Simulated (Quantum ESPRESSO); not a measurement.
## WC (Qusongite): phonon spectrum and thermodynamics under several settings

```
W C
1.0
     2.90650    0.00000    0.00000
    -1.45325    2.51710    0.00000
     0.00000    0.00000    2.83660
W C
1 1
Direct
  0.00000 0.00000 0.00000
  0.66667 0.33333 0.50000
```

All runs used Quantum ESPRESSO 7.5; relaxed cell; no spin polarisation; cutoff 762 eV; occupations methfessel-paxton, width 0.272 eV; q mesh 3 × 3 × 3.

```tsv
level	potentials	k mesh (s: shifted)	volume (Å³/atom)	highest frequency (cm⁻¹)	zero-point energy (meV/atom)	entropy at room temperature (k_B/atom)
PBEsol	GBRV 1.5 PBEsol	9 × 9 × 6	10.32	775	78.9	1.91
PBE	GBRV 1.5 PBE	6 × 6 × 6	?	?	?	?
```

Problem. What stands in the row left open?

Solution. Volume 10.55 Å³/atom; highest frequency 748 cm⁻¹; zero-point energy 77.0 meV/atom; entropy at room temperature 1.96 k_B/atom.

Caveats: all runs use coarse meshes; the mesh is thin for the phonons of a metal; λ from interpolated matrix elements is rough: modes that symmetry makes equal can differ by tens of percent.

For the row left open. Caveat: the k mesh is coarse (spacing up to 0.42 Å⁻¹), so the values aren't converged; the mesh is thin for the phonons of a metal; λ from interpolated matrix elements is rough: modes that symmetry makes equal can differ by tens of percent.
